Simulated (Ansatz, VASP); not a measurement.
**One calculation of C, two programs**

```
CELL_PARAMETERS angstrom
2.39547 0.00000 0.00000
-1.19773 2.07453 0.00000
0.00000 0.00000 2.18362
ATOMIC_POSITIONS crystal
C 0.33333 0.66667 0.25000
C 0.66667 0.33333 0.75000
```

Alike in both runs: functional LDA; k mesh 22 × 22 × 12; occupations fermi-dirac, width 0.1 eV; no spin polarisation.

Ansatz relaxed the structure, and its values are those at the end. VASP's run is a single point on that final structure, the one shown.

|  | VASP | Ansatz |
| --- | --- | --- |
| version | VASP 6.6.1 | Ansatz 0.2.0 |
| potentials or method | VASP PAW LDA potentials, release 64 (C) | PAW with Ansatz's default frozen-core files, scalar-relativistic |
| plane-wave cutoff (eV) | 520 | 420 |
| valence electrons in the cell | 8 | 8 |

Ansatz gave:

| Quantity | Value |
| --- | --- |
| pressure (GPa) | 24.0 |

What did VASP give for the same quantities?

Pressure (GPa): 25.0.

Caveats: so large a pressure means that the cell lies far from this level's equilibrium, or that cutoff or potentials fall short (VASP).
